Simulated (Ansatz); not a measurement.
**What a change of settings does to a run on MgH₂**

The structure comes from a relaxation in the same program, started in the fluorite type, and has space group Fm-3m. Whether it is a known phase or the ground state wasn't checked.

First run: DFT, PBE, PAW with Ansatz's default frozen-core files, scalar-relativistic (Ansatz 0.2.0).

Command: `ansatz run input.yaml --threads 1 --pin off --max-ram 4096MiB --backend cpu --events-out ev --progress --plain --runs-dir out` The run took 8.8 s on 1 thread of Intel(R) Xeon(R) 6975P-C (Granite Rapids), with other jobs on the host, peak memory 0.38 GiB.

```yaml
crystal:
  lattice:
    - [0.0, 2.378705198, 2.378705198]
    - [2.378705198, 0.0, 2.378705198]
    - [2.378705198, 2.378705198, 0.0]
  atoms:
    - { symbol: Mg, position: [0.0, 0.0, 0.0] }
    - { symbol: H, position: [0.25, 0.25, 0.25] }
    - { symbol: H, position: [0.75, 0.75, 0.75] }
kpoints:
  mp_grid: { grid: [14, 14, 14] }
  band_path:
    path:
      - [0.0, 0.0, 0.0]
      - [0.5, 0.0, 0.5]
      - [0.625, 0.25, 0.625]
      - [0.375, 0.375, 0.75]
      - [0.0, 0.0, 0.0]
      - [0.5, 0.5, 0.5]
      - [0.5, 0.25, 0.75]
      - [0.5, 0.0, 0.5]
    npoints: 14
scf:
  occupations: { method: fermi_dirac, width: 0.05 }
hamiltonian:
  xc: pbe
  pseudopotentials: { kind: paw }
output:
  forces: true
  stress: true
  eigenvalues: true
  efg: { contact_densities: true }
  populations: true
  bader: true
  dos: { projected: true, de: 0.2, e_range: [-14, 8] }
  write_density: true
  write_potential: true
  elf: true
  volumetric_format: npy
```

Result: converged; pressure 0.00 GPa; no gap on the k mesh; 6 SCF iterations.

The input is then changed:

```diff
@@ -9,5 +9,5 @@
     - { symbol: H, position: [0.75, 0.75, 0.75] }
 kpoints:
-  mp_grid: { grid: [14, 14, 14] }
+  mp_grid: { grid: [18, 18, 18], shift: [0.5, 0.5, 0.5] }
   band_path:
     path:
@@ -32,9 +32,3 @@
   efg: { contact_densities: true }
   populations: true
-  bader: true
-  dos: { projected: true, de: 0.2, e_range: [-14, 8] }
-  write_density: true
-  write_potential: true
-  elf: true
-  volumetric_format: npy
```

What does the second run give?

It converged; energy at zero smearing +0.2 meV/atom from the first run; pressure 0.01 GPa; no gap on the k mesh; 6 SCF iterations.

The results part of its log:

```
SCF 1 converged in 6 iterations: F = -1955.764325 eV  dr2 = 2.25e-10
  greatest PAW one-centre occupation: 1.000 electrons in one spin orbital (limit 2), on the Mg atom at site 0 (counted from 0), in its partial waves of l = 0
NSCF: frozen V_eff on 99 k-points
SCF converged after 6 iterations
Free energy (F): -1955.764325 eV
Harris-Foulkes:  -1955.764325 eV  (|F-HF|=1.34e-10)
Internal energy: -1955.762451 eV  (E = F + TS)
E sigma→0 (E₀):  -1955.763388 eV
Entropy (-TS):   -0.001874 eV (-0.625 meV/atom)
Fermi energy:    5.752172 eV
--- Per-component energies (eV) ---
  E_band       = -363.411000
  E_kinetic    = 105.024545
  E_local      = -1640.335654  (includes V_loc(G=0)·N_el)
  E_nonlocal   = 97.797333
  E_hartree    = 582.843172
  E_xc         = -47.906861
  E_vxc        = -61.879049  (∫ρ·V_xc dr)
  E_paw        = -293.592059  (= ΣΔE_a)
  E_vpaw       = -29.702029  (= ΣTr[D̂ρ^β])
  E_aug_tail   = -0.002487  (compensation charges beyond the density's cutoff)
  E_ewald      = -759.590439
  E_smearing   = -0.001874  (= −TS)
  E_closure    = 0.000000  (closes the sum)
  Σ components = -1955.764325   (vs F -1955.764325, Δ=0.00e0)
--- Forces (eV/Å), atoms counted from 1 ---
  atom   1  Mg    -0.00000000     0.00000000    -0.00000000
  atom   2  H     -0.00000058    -0.00000058    -0.00000058
  atom   3  H      0.00000058     0.00000058     0.00000058
  max |Σ_I F_I| component: 1.16e-21 eV/Å
--- Stress (GPa, compression-positive) ---
        0.010575       0.004163       0.004163
        0.004163       0.010575       0.004163
        0.004163       0.004163       0.010575
  P = ⅓ Tr σ = 0.0106 GPa (0.106 kbar)
--- PAW observables at the nuclei: V_zz in 10²¹ V/m², potentials from the cell's mean, atoms counted from 1 ---
  atom   1  Mg V_zz =    +0.000263   η = 0.0000   by run symmetry: allowed
            electrostatic potential = -1098.014549 V   contact ρ = 7796.171042 e/Å³
  atom   2  H  V_zz =    +0.000032   η = 0.0000   by run symmetry: allowed
            electrostatic potential = -40.093979 V   contact ρ = 2.961588 e/Å³
  atom   3  H  V_zz =    +0.000032   η = 0.0000   by run symmetry: allowed
            electrostatic potential = -40.093979 V   contact ρ = 2.961588 e/Å³
--- Band table (eV; the first three rows and the last of 570) ---
  k-point 0: bands = ["-70.7571", "-37.5022", "-37.5021", "-37.5021", "-4.2267", "6.6000", "14.9584", "15.0286", "15.0286", "17.7202"]
  k-point 1: bands = ["-70.7570", "-37.5029", "-37.5023", "-37.5021", "-4.1510", "6.4297", "14.5066", "14.7879", "15.1082", "17.7741"]
  k-point 2: bands = ["-70.7569", "-37.5047", "-37.5026", "-37.5023", "-3.9624", "6.0167", "13.8236", "14.5086", "15.0198", "17.1968"]
  k-point 569: bands = ["-70.7557", "-37.5207", "-37.5052", "-37.5049", "-0.0509", "0.2586", "11.9174", "12.5514", "14.0619", "14.6590"]
--- Löwdin populations: 3 sites ---
  site symbol       q [e]
     0     Mg      8.5271
     1      H      1.6821
     2      H      1.6821
  spilling = 0.009047 (of n_electrons = 12.000000)
```
